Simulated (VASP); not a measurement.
Here is a VASP 6.6.1 calculation.

File INCAR:

```
PREC = Accurate
ENCUT = 600
EDIFF = 1E-7
ISMEAR = 0
SIGMA = 0.03
LREAL = False
LASPH = True
NELM = 80
ALGO = Fast
ISIF = 2
LWAVE = False
LCHARG = False
IBRION = 2
NSW = 40
EDIFFG = -0.01
```

File KPOINTS:

```
Automatic mesh
0
Gamma
  10 10 10
```

The input POSCAR:

```
ZnS                                     
1.0
    0.0000000000      2.6510812127      2.6510812127
    2.6510812127      0.0000000000      2.6510812127
    2.6510812127      2.6510812127      0.0000000000
  Zn              S             
     1     1
Direct
     0.2500000000000000    0.2500000000000000    0.2500000000000000
     0.0000000000000000    0.0000000000000000    0.0000000000000000
```

Potentials or basis: VASP PAW LDA potentials, release 64 (Zn, S).

Command:

```console
$ cat potpaw_LDA.64/Zn/POTCAR potpaw_LDA.64/S/POTCAR > POTCAR
$ mpirun -np 1 vasp_std > vasp.out
```

(1) Predict the band gap on the k mesh.

Results:

(1) 2.15 eV, direct.

Caveat: the relaxation stopped at its first step, so nothing moved.

**Experimental background.**

From “Electronic, vibrational, and thermodynamic properties of ZnS (zincblende and rocksalt structure)”, 2009, arxiv:0911.5022, for a bulk crystal of ZnS at 19 K: band gap 3.85 eV (direct).

Measured gap of ZnS: 3.85 eV (direct; 19 K; quoted in “Electronic, vibrational, and thermodynamic properties of ZnS (zincblende and rocksalt structure)”, 2009, arxiv:0911.5022). This calculation gives 2.15 eV (-1.70 eV). The value is that of LDA, without temperature or zero-point motion. Semilocal functionals fall short of measured gaps as a rule.
